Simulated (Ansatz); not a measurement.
# SrAgCl3 in R-3c, a phase reached by a soft mode: a soft mode frozen in

Wanted: the energy along a soft mode of SrAgCl3 in R-3c, a phase reached by a soft mode and the structure at the end.

Method: DFT PBEsol, scalar-relativistic, plane waves, PAW; PAW set soft_1, in Ansatz 0.2.0.

The structure was built from a prototype and need not be the compound's stable phase.

## Step 1: Starting point

The structure is trigonal, space group R-3c (No. 167). Conventional cell: a = 7.160 Å, b = 7.160 Å, c = 19.605 Å, α = 90.00°, β = 90.00°, γ = 120.00°. Nearest to Ag lie 3 Cl at 2.46 Å. Sr has 6 Cl at 2.86 Å nearest. Nearest to Cl lie 1 Ag at 2.46 Å and 2 Sr at 2.86 Å. Farther neighbours and most contacts between anions are not listed.

## Step 2: Zone-centre response

This phase was reached earlier by freezing in an unstable mode of a structure of higher symmetry and relaxing. Its zone-centre modes can show that it is still unstable.

File input.yaml:

```yaml
crystal:
  lattice:
    - [3.5801041454, 2.0669740921, 6.5349735141]
    - [-3.5801041454, 2.0669740921, 6.5349735141]
    - [0.0, -4.1339481842, 6.5349735141]
  atoms:
    - { symbol: Ag, position: [0.75, 0.75, 0.75] }
    - { symbol: Ag, position: [0.25, 0.25, 0.25] }
    - { symbol: Sr, position: [0.5, 0.5, 0.5] }
    - { symbol: Sr, position: [0.0, 0.0, 0.0] }
    - { symbol: Cl, position: [0.4057789869, 0.75, 0.0942210131] }
    - { symbol: Cl, position: [0.5942210131, 0.25, 0.9057789869] }
    - { symbol: Cl, position: [0.9057789869, 0.5942210131, 0.25] }
    - { symbol: Cl, position: [0.0942210131, 0.4057789869, 0.75] }
    - { symbol: Cl, position: [0.25, 0.9057789869, 0.5942210131] }
    - { symbol: Cl, position: [0.75, 0.0942210131, 0.4057789869] }
kpoints:
  mp_grid: { grid: [6, 6, 6] }
hamiltonian:
  xc: pbesol
  pseudopotentials: { kind: paw, azcp: { folder: soft_1 }, xc_functional: pbe }
scf:
  occupations: { method: fixed }
output:
  eigenvalues: true
phonons:
  method: dfpt
  dielectric: true
  rigid_motions: translations
```

Started as:

```sh
$ ansatz run input.yaml --threads 4 --pin off --max-ram 16384MiB --backend cpu --events-out ev --progress --plain --runs-dir out
```

Numbers of over 12 decimals in the logs are rounded to 6 here.

Output:

```text
Engine: ansatz 0.2.0, aarch64-unknown-linux-gnu
Pseudopotentials: kind: paw
Pseudopotential: Ag, paw, valence charge 19, recommended cutoff 420 eV (normal), soft_1/Ag.paw.azcp
Pseudopotential: Sr, paw, valence charge 10, recommended cutoff 420 eV (normal), soft_1/Sr.paw.azcp
Pseudopotential: Cl, paw, valence charge 7, recommended cutoff 420 eV (normal), soft_1/Cl.paw.azcp
Functional definition: PBEsol
  exchange = pbesol_x
  correlation = pbesol_c
Crystal: 10 atoms, lattice volume = 290.152 Å³
Basis set: ecut = 420 eV, 5631 PW (Γ), exchange–correlation on 108×108×108 points (8 copies of the dense FFT grid, shifted against one another)
Bands: 60, of which v1, the nominal top of the filled ones, is band 50 counted from 1 (49 counted from 0)
Symmetry: 12 space group operations
k-points: 112 of 216 (irreducible under 1 space group operation, time reversal used)
Non-local potential: Ag, projectors of the file, l = 0: 3, l = 1: 2, l = 2: 2, l = 3: 1
Non-local potential: Sr, projectors of the file, l = 0: 3, l = 1: 2, l = 2: 2
Non-local potential: Cl, projectors of the file, l = 0: 2, l = 1: 2, l = 2: 1
PAW form: soft (Blöchl's): semilocal exchange-correlation on the pseudo side does not see the compensation charge
PAW frozen core: Ag, regenerated for the run's functional, and the local potential with it (the file was generated under x = pbe(κ = 0.804, μ = 0.219515), c = pbe(β = 0.066725))
PAW frozen core: Sr, regenerated for the run's functional, and the local potential with it (the file was generated under x = pbe(κ = 0.804, μ = 0.219515), c = pbe(β = 0.066725))
PAW frozen core: Cl, regenerated for the run's functional, and the local potential with it (the file was generated under x = pbe(κ = 0.804, μ = 0.219515), c = pbe(β = 0.066725))
PAW one-centre angular grid: Ag, 590 points (default); XC on 64 Gauss nodes
PAW one-centre angular grid: Sr, 110 points (default); XC on 64 Gauss nodes
PAW one-centre angular grid: Cl, 110 points (default); XC on 64 Gauss nodes
Initial density: superposition of atomic densities (chi_scale 0.1, normalization cell, long waves kept (reshape's long-wave potential 0.00 eV rms))
Initial wavefunctions: pseudopotential atomic-orbital guess
Functional: x = pbesol(κ = 0.804, μ = 0.123457), c = pbesol(β = 0.046)
SCF iter   1: F=—  HF=-28413.769321 eV  |F-HF|=—  |Δ(HF+E_count)|=         —  Δρ=4.76e-2  dr2=1.05e1  ethr=3.10e-3  ⟨swp⟩=7.4  Hψ=33757  notcnv=0  defer=767
preconditioner: auto → Resta (q_TF=auto, 2.284 Å⁻¹)  ε∞=4.1  [insulator: Δε(μ)=3.241 eV  Ē_g=11.141 eV  n_scr=58 (ndim 8)  ℏωp=19.5 eV  f_vac=0.000  ε∞_Penn≈4.1]
SCF iter   2: F=—  HF=-28410.475549 eV  |F-HF|=—  |Δ(HF+E_count)|=    3.29e0  Δρ=1.59e-2  dr2=1.56e0  ethr=3.10e-3  ⟨swp⟩=4.4  Hψ=15647  notcnv=0  defer=863
SCF iter   3: F=—  HF=-28409.970460 eV  |F-HF|=—  |Δ(HF+E_count)|=   5.05e-1  Δρ=6.51e-3  dr2=2.82e-1  ethr=1.56e-3  ⟨swp⟩=3.9  Hψ=12306  notcnv=0  defer=884
SCF iter   4: F=—  HF=-28409.896918 eV  |F-HF|=—  |Δ(HF+E_count)|=   7.35e-2  Δρ=3.27e-3  dr2=3.76e-2  ethr=2.82e-4  ⟨swp⟩=3.8  Hψ=13805  notcnv=0  defer=895
SCF iter   5: F=—  HF=-28409.898311 eV  |F-HF|=—  |Δ(HF+E_count)|=   1.39e-3  Δρ=9.57e-4  dr2=3.11e-3  ethr=3.76e-5  ⟨swp⟩=3.9  Hψ=12645  notcnv=0  defer=896
SCF iter   6: F=—  HF=-28409.900421 eV  |F-HF|=—  |Δ(HF+E_count)|=   2.11e-3  Δρ=2.16e-4  dr2=1.63e-4  ethr=3.11e-6  ⟨swp⟩=2.3  Hψ=9880  notcnv=0  defer=896
SCF iter   7: F=—  HF=-28409.900756 eV  |F-HF|=—  |Δ(HF+E_count)|=   3.35e-4  Δρ=4.74e-5  dr2=6.90e-6  ethr=1.63e-7  ⟨swp⟩=2.0  Hψ=11128  notcnv=0  defer=896
SCF iter   8: F=—  HF=-28409.900602 eV  |F-HF|=—  |Δ(HF+E_count)|=   1.54e-4  Δρ=8.92e-6  dr2=2.22e-7  ethr=6.90e-9  ⟨swp⟩=2.1  Hψ=10362  notcnv=0  defer=896
SCF iter   9: F=—  HF=-28409.900602 eV  |F-HF|=—  |Δ(HF+E_count)|=   3.70e-7  Δρ=1.81e-6  dr2=1.39e-8  ethr=2.22e-10  ⟨swp⟩=2.0  Hψ=11169  notcnv=0  defer=896
SCF iter  10: F=—  HF=-28409.900602 eV  |F-HF|=—  |Δ(HF+E_count)|=   1.86e-8  Δρ=4.28e-7  dr2=8.44e-10  ethr=1.39e-11  ⟨swp⟩=2.0  Hψ=10960  notcnv=0  defer=896
SCF iter  11: F=-28409.900602 eV  HF=-28409.900602 eV  |F-HF|=3.64e-11  |Δ(HF+E_count)|=   1.18e-9  Δρ=1.19e-7  dr2=5.79e-11  ethr=1.00e-12  ⟨swp⟩=22.0  Hψ=62409  notcnv=0
SCF 1 converged in 11 iterations: F = -28409.900602 eV  dr2 = 5.79e-11
  greatest PAW one-centre occupation: 1.001 electrons in one spin orbital (limit 2), on the Ag atom at site 1 (counted from 0), in its partial waves of l = 0
NSCF: frozen V_eff on 6 k-points
DFPT response loops at Γ: preconditioner auto → Resta (q_TF=auto, 2.284 Å⁻¹)  ε∞=4.3 (no band partly filled); β = 1.00, the filter's whole step (`scf.mixing.beta` (0.50) is not read by the response loops at its default; to damp them type it under 1.00, their step now; it binds the ground state too); Broyden in place of MSR1
SCF converged after 11 iterations
Free energy (F): -28409.900602 eV
Harris-Foulkes:  -28409.900602 eV  (|F-HF|=3.64e-11)
Internal energy: -28409.900602 eV  (E = F + TS)
E sigma→0 (E₀):  -28409.900602 eV
Fermi energy:    3.289132 eV
--- Per-component energies (eV) ---
  E_band       = -1233.859245
  E_kinetic    = 2319.755352
  E_local      = -10521.397446  (includes V_loc(G=0)·N_el)
  E_nonlocal   = 732.467543
  E_hartree    = 4376.467398
  E_xc         = -1298.685776
  E_vxc        = -1404.175605  (∫ρ·V_xc dr)
  E_paw        = -16911.376987  (= ΣΔE_a)
  E_vpaw       = -1113.445034  (= ΣTr[D̂ρ^β])
  E_aug_tail   = 0.001369  (compensation charges beyond the density's cutoff)
  E_ewald      = -7108.516826
  E_core_change = 1.384769  (= ΣΔE_core)
  E_smearing   = -0.000000  (= −TS)
  E_closure    = 0.000000  (closes the sum)
  Σ components = -28409.900602   (vs F -28409.900602, Δ=0.00e0)
--- Band table (eV; the first three rows and the last of 112) ---
  k-point 0: bands = [... 46 lower, 3.2785, 3.2785, 3.2891, 3.2891, 6.6039, 8.3237, 9.1776, 9.1776, ... 6 higher]
  k-point 1: bands = [... 46 lower, 3.1832, 3.2216, 3.2500, 3.2706, 6.8693, 8.3098, 9.0478, 9.2426, ... 6 higher]
  k-point 2: bands = [... 46 lower, 3.0594, 3.0897, 3.1984, 3.2483, 7.4484, 8.2495, 9.0582, 9.2059, ... 6 higher]
  k-point 111: bands = [... 46 lower, 3.2351, 3.2351, 3.2351, 3.2351, 7.7255, 7.7255, 9.1678, 9.1678, ... 6 higher]
--- Phonons (Γ-DFPT): 6 representative perturbations + reference, on 112 of 216 k-points (Σ response iterations 22) ---
  k mesh reduced under 1 symmetry operation, with k and −k counted as one. Each operation leaves every solved perturbation unchanged. A smaller set is not considered because the run solves the response to a homogeneous field
  ASR residual: 3.315e-4 → 0.000e0 eV/Å²; symmetrization residual: 1.606e-5 eV/Å²
  ASR residual per site (eV/Å²): 3.45e-5 3.45e-5 3.31e-4 3.31e-4 2.86e-5 2.86e-5 3.73e-5 3.73e-5 2.86e-5 2.86e-5
  Γ frequencies (cm⁻¹): -18.35 -18.35 0.00 0.00 0.00 6.90 17.87 36.84 36.84 45.91 49.44 49.44 60.66 60.66 78.88 128.68 133.31 133.31 181.21 181.21 194.31 194.31 199.55 215.78 216.19 216.19 217.33 220.90 220.90 224.82
  ε∞ (high-frequency dielectric tensor):
        3.217194     0.000000    -0.000000
        0.000000     3.217194     0.000000
       -0.000000     0.000000     2.798600
  softest optical mode at Γ: -18.35 cm⁻¹; the repairs (sum rule, projections) moved no ω² at Γ by more than (2.18 cm⁻¹)²
  Born effective charges Z* (e; rows j = field, columns β = displacement):
    site 0:
         1.21810    0.00000   -0.00000
         0.00000    1.21810    0.00000
        -0.00000    0.00000    0.56332
    site 1:
         1.21810    0.00000   -0.00000
         0.00000    1.21810    0.00000
        -0.00000    0.00000    0.56332
    site 2:
         2.55072    0.19229   -0.00000
        -0.19229    2.55072    0.00000
        -0.00000    0.00000    2.43915
    site 3:
         2.55072   -0.19229   -0.00000
         0.19229    2.55072    0.00000
        -0.00000    0.00000    2.43915
    site 4:
        -1.25727    0.00173   -0.36650
         0.00173   -1.25528    0.21160
        -0.34801    0.20092   -1.00082
    site 5:
        -1.25727    0.00173   -0.36650
         0.00173   -1.25528    0.21160
        -0.34801    0.20092   -1.00082
    site 6:
        -1.25428    0.00000   -0.00000
         0.00000   -1.25827   -0.42320
        -0.00000   -0.40184   -1.00082
    site 7:
        -1.25428    0.00000   -0.00000
         0.00000   -1.25827   -0.42320
        -0.00000   -0.40184   -1.00082
    site 8:
        -1.25727   -0.00173    0.36650
        -0.00173   -1.25528    0.21160
         0.34801    0.20092   -1.00082
    site 9:
        -1.25727   -0.00173    0.36650
        -0.00173   -1.25528    0.21160
         0.34801    0.20092   -1.00082
  Z* charge neutrality: 6.556e-5 e pre-enforcement
  k-mesh period / interband length: 43.0 Å / 1.51 Å = 28.42 at k = (0.0000, 0.0000, 0.0000), direct gap 3.315 eV — 14 or more, which is no proof of convergence
  optical modes at Γ without the LO–TO term, one row a degenerate level:
      ω (cm⁻¹)  modes    IR ((D/Å)²/amu)
        -18.35      2             1.1264
          6.90      1             0.0000
         17.87      1             1.2431
         36.84      2             0.0000
         45.91      1             0.4689
         49.44      2             0.2853
         60.66      2             0.0000
[...]
optical modes at Γ + LO–TO along q̂ = [1.0000, 0.0000, 0.0000]:
      ω (cm⁻¹)  modes    IR ((D/Å)²/amu)
[...]
optical modes at Γ + LO–TO along q̂ = [0.0000, 1.0000, 0.0000]:
      ω (cm⁻¹)  modes    IR ((D/Å)²/amu)
[...]
optical modes at Γ + LO–TO along q̂ = [0.0000, 0.0000, 1.0000]:
      ω (cm⁻¹)  modes    IR ((D/Å)²/amu)
[...]
64.51      1             0.7244
         78.88      1             0.0000
        128.68      1             0.0000
        133.31      2             0.6051
        181.21      2             0.0000
        194.31      2            18.9664
        215.78      1             0.0000
        216.19      2             0.0000
        217.33      1             0.0000
        220.90      2             0.2023
        224.82      1             0.0000
        239.22      1             7.0134
```

The job ended after 17 min (4 threads of Arm Neoverse V1, shared host; peak memory 7.1 GiB).

In the SCF lines HF is the Harris–Foulkes energy and dr2 the Hartree energy of the density residual, in eV; the loop may stop once dr2 is under the threshold and the program's other checks hold. Hψ counts applications of the Hamiltonian.

Numbers from this step:

* gap on the k-mesh: 3.315 eV
* volume per atom: 29.02 Å³
* sum-rule residual before enforcement: 3.31e-4 eV/Å²
* miss of the charge sum rule: 6.56e-5 e
* point group: -3m
* highest optical mode at the zone centre (no LO-TO term): 224.8 cm⁻¹
* lowest optical zone-centre mode: -18.35 cm⁻¹
* mean high-frequency dielectric constant: 3.078
* largest Born charge (third of the trace): 2.514 e
* top of the zone-centre spectrum with the field: 246.7 cm⁻¹

Without the LO-TO term. Patterns of degenerate modes are one choice out of their space. Modes at Γ, with each element's share of the kinetic energy (negative means imaginary):

| mode | frequency (cm⁻¹) | symmetry | Ag % | Sr % | Cl % |
| --- | --- | --- | --- | --- | --- |
| 1 | -18.4 | Eu | 10 | 1 | 89 |
| 2 | -18.4 | Eu | 10 | 1 | 89 |
| 3 | 0.0 | acoustic | 36 | 29 | 35 |
| 4 | 0.0 | acoustic | 36 | 29 | 35 |
| 5 | 0.0 | acoustic | 36 | 29 | 35 |
| 6 | 6.9 | A2g | 91 | 0 | 9 |
| 7 | 17.9 | A2u | 35 | 0 | 64 |
| 8 | 36.8 | Eg | 18 | 0 | 82 |
| 9 | 36.8 | Eg | 18 | 0 | 82 |
| 10 | 45.9 | A2u | 29 | 44 | 27 |
| 11 | 49.4 | Eu | 23 | 52 | 25 |
| 12 | 49.4 | Eu | 23 | 52 | 25 |
| 13 | 60.7 | Eg | 63 | 0 | 37 |
| 14 | 60.7 | Eg | 63 | 0 | 37 |
| 15 | 78.9 | A2g | 9 | 0 | 91 |
| 16 | 128.7 | A1u | 0 | 93 | 7 |
| 17 | 133.3 | Eu | 12 | 88 | 0 |
| 18 | 133.3 | Eu | 12 | 88 | 0 |
| 19 | 181.2 | Eg | 1 | 0 | 99 |
| 20 | 181.2 | Eg | 1 | 0 | 99 |
| 21 | 194.3 | Eu | 7 | 23 | 70 |
| 22 | 194.3 | Eu | 7 | 23 | 70 |
| 23 | 199.6 | A2u | 0 | 27 | 73 |
| 24 | 215.8 | A2g | 0 | 0 | 100 |
| 25 | 216.2 | Eg | 18 | 0 | 82 |
| 26 | 216.2 | Eg | 18 | 0 | 82 |
| 27 | 217.3 | A1g | 0 | 0 | 100 |
| 28 | 220.9 | Eu | 12 | 7 | 81 |
| 29 | 220.9 | Eu | 12 | 7 | 81 |
| 30 | 224.8 | A1u | 0 | 7 | 93 |

Displacements in mode 1 (-18.4 cm⁻¹), the largest set to 1:
```
Ag1 -0.06  0.31  0.00
Ag2 -0.06  0.31  0.00
Sr3 -0.10  0.01  0.00
Sr4  0.09  0.05  0.00
Cl5  0.55 -0.18 -0.68
Cl6  0.55 -0.18 -0.68
Cl7 -0.03 -0.84  1.00
Cl8 -0.03 -0.84  1.00
Cl9 -0.31  0.00 -0.32
Cl10-0.31  0.00 -0.32
```

Displacements in mode 14 (60.7 cm⁻¹), the largest set to 1:
```
Ag1 -1.00 -0.66  0.00
Ag2  1.00  0.66  0.00
Sr3  0.00  0.00  0.00
Sr4  0.00  0.00  0.00
Cl5 -0.05 -0.70 -0.39
Cl6  0.05  0.70  0.39
Cl7  0.59 -0.37  0.47
Cl8 -0.59  0.37 -0.47
Cl9 -0.61 -0.30 -0.86
Cl10 0.61  0.30  0.86
```

Before it was imposed, the acoustic sum rule was missed by 3.3e-4 eV/Å² and the charge sum rule by 6.6e-5 e. Small misses are needed for a sound result but don't prove that mesh and cutoff are converged. The lowest optical mode is imaginary, 18.4i cm⁻¹, so the energy falls along it.

## Step 3: The mode frozen in, largest atomic shift 0 Å

The mode followed lies at Γ with frequency 18.4i cm⁻¹ and is 2-fold degenerate, the softest among the wavevectors solved. At small amplitude the distorted cell has space group no. 9 by a symmetry search on the positions. The undistorted cell that holds it gives the zero of energy on the same k mesh.

input.yaml, as its differences from that of step 2:

```diff
@@ -22,8 +22,6 @@
 scf:
-  occupations: { method: fixed }
+  occupations: { method: gaussian, width: 0.02 }
 output:
+  forces: true
+  stress: true
   eigenvalues: true
-phonons:
-  method: dfpt
-  dielectric: true
-  rigid_motions: translations
```

Output:

```text
[...]
Crystal: 10 atoms, lattice volume = 290.152 Å³
Basis set: ecut = 420 eV, 5631 PW (Γ), exchange–correlation on 108×108×108 points (8 copies of the dense FFT grid, shifted against one another)
Bands: 60, of which v1, the nominal top of the filled ones, is band 50 counted from 1 (49 counted from 0)
Symmetry: 12 space group operations
[...]
k-points: 32 of 216
[...]
k-point 0: bands = [... 46 lower, 3.2785, 3.2785, 3.2891, 3.2891, 6.6039, 8.3237, 9.1775, 9.1775, ... 5 higher]
  k-point 1: bands = [... 46 lower, 3.1831, 3.2216, 3.2500, 3.2706, 6.8693, 8.3098, 9.0478, 9.2426, ... 5 higher]
  k-point 2: bands = [... 46 lower, 3.0594, 3.0897, 3.1984, 3.2483, 7.4484, 8.2495, 9.0581, 9.2059, ... 5 higher]
  k-point 31: bands = [... 46 lower, 3.2351, 3.2351, 3.2351, 3.2351, 7.7255, 7.7255, 9.1678, 9.1678, ... 5 higher]
[key lines of the parts left out:]
SCF converged after 9 iterations
Free energy (F): -28409.900602 eV
Fermi energy:    4.946557 eV
P = ⅓ Tr σ = -0.0021 GPa (-0.021 kbar)
```

It took 11 s on 4 threads; peak memory 0.93 GiB.

Numbers from this step:

- pressure: -0.002138 GPa
- energy from the undistorted cell: 0 meV/atom

At this level the gap is 3.31 eV on the k-mesh of the self-consistent run, which can miss the band edges.

## Step 4: The mode frozen in, largest atomic shift 0.22 Å

The atoms are moved along the unstable eigenvector, the largest shift by 0.22 Å, with the cell fixed.

input.yaml, the sections that differ from step 3:

```yaml
crystal:
  lattice:
    - [3.5801041454, 2.0669740921, 6.5349735141]
    - [-3.5801041454, 2.0669740921, 6.5349735141]
    - [0.0, -4.1339481842, 6.5349735141]
  atoms:
    - { symbol: Ag, position: [0.741611379, 0.7541943105, 0.7541943105] }
    - { symbol: Ag, position: [0.241611379, 0.2541943105, 0.2541943105] }
    - { symbol: Sr, position: [0.4991367029, 0.4982504757, 0.5026128214] }
    - { symbol: Sr, position: [-0.0008632971, 0.0026128214, -0.0017495243] }
    - { symbol: Cl, position: [0.4039000821, 0.7342916518, 0.0989220601] }
    - { symbol: Cl, position: [0.5923421083, 0.2342916518, 0.9104800339] }
    - { symbol: Cl, position: [0.9039000821, 0.5989220601, 0.2342916518] }
    - { symbol: Cl, position: [0.0923421083, 0.4104800339, 0.7342916518] }
    - { symbol: Cl, position: [0.2814166963, 0.9029568447, 0.5913988709] }
    - { symbol: Cl, position: [0.7814166963, 0.0913988709, 0.4029568447] }
# kpoints, hamiltonian, scf, output: as in step 3
```

Output:

```text
[...]
Crystal: 10 atoms, lattice volume = 290.152 Å³
Basis set: ecut = 420 eV, 5631 PW (Γ), exchange–correlation on 108×108×108 points (8 copies of the dense FFT grid, shifted against one another)
Bands: 60, of which v1, the nominal top of the filled ones, is band 50 counted from 1 (49 counted from 0)
Symmetry: 2 space group operations
[...]
k-point 0: bands = [... 46 lower, 3.2307, 3.2403, 3.3169, 3.3176, 6.5967, 8.3279, 9.1719, 9.1887, ... 5 higher]
  k-point 1: bands = [... 46 lower, 3.1414, 3.1911, 3.2820, 3.2911, 6.8614, 8.3175, 9.0477, 9.2079, ... 5 higher]
  k-point 2: bands = [... 46 lower, 2.9960, 3.1210, 3.2174, 3.2715, 7.4382, 8.2471, 9.0158, 9.1449, ... 5 higher]
  k-point 67: bands = [... 46 lower, 3.1942, 3.1942, 3.2679, 3.2679, 7.7256, 7.7256, 9.1217, 9.1217, ... 5 higher]
[key lines of the parts left out:]
SCF converged after 9 iterations
Free energy (F): -28409.902742 eV
Fermi energy:    4.957127 eV
P = ⅓ Tr σ = -0.1537 GPa (-1.537 kbar)
```

Run time: 37 s. Hardware: 4 threads; peak memory 1.2 GiB.

This step gave:

| Item | Value |
| --- | --- |
| pressure | -0.1537 GPa |
| gap on the k-mesh | 3.279 eV |
| energy from the undistorted cell | -0.214 meV/atom |

The energy, extrapolated to zero smearing, is -0.21 meV/atom against the undistorted cell.

The run ends at a pressure of -0.15 GPa, with forces up to 0.046 eV/Å.

## Step 5: Energy along the mode, all amplitudes (two of the runs are shown above)

An imaginary frequency means negative curvature, so the energy should fall and then rise again as anharmonic terms take over.

This step gave:

| Property | Result |
| --- | --- |
| depth at the lowest point sampled | 0.214 meV/atom |
| largest atomic shift at that point | 0.22 Å |

Energy from the parent against largest atomic shift:

| largest atomic shift (Å) | energy from the parent (meV/atom) |
| --- | --- |
| 0.000 | 0 |
| 0.040 | -0.012 |
| 0.080 | -0.045 |
| 0.140 | -0.122 |
| 0.220 | -0.214 |
| 0.320 | -0.119 |
| 0.450 | 0.893 |
| 0.600 | 4.35 |

Displacement at unit largest shift by atom:

| atom | x (Å) | y (Å) | z (Å) | size |
| --- | --- | --- | --- | --- |
| Ag1 | -0.20 | -0.12 | 0.00 | 0.24 |
| Ag2 | -0.20 | -0.12 | 0.00 | 0.24 |
| Sr3 | 0.01 | -0.07 | 0.00 | 0.08 |
| Sr4 | -0.06 | 0.05 | 0.00 | 0.08 |
| Cl5 | 0.23 | -0.25 | -0.38 | 0.51 |
| Cl6 | 0.23 | -0.25 | -0.38 | 0.51 |
| Cl7 | -0.11 | 0.32 | -0.38 | 0.51 |
| Cl8 | -0.11 | 0.32 | -0.38 | 0.51 |
| Cl9 | 0.56 | 0.32 | 0.77 | 1.00 |
| Cl10 | 0.56 | 0.32 | 0.77 | 1.00 |

The lowest of the steps tried is at 0.22 Å, 0.214 meV/atom below the parent; the bottom of the well need not coincide with a step.

(Continued in part 2 of 3.)

[Logs are printed without paths, hosts, clocks, repeated set-up lines and the standing remarks that a program may print on its own settings, such as how far it seeks lower states.]

[Hosts, paths, dates, database ids (printed as entryN), source tags and the programs' standing remarks are cut or masked in the printed files.]
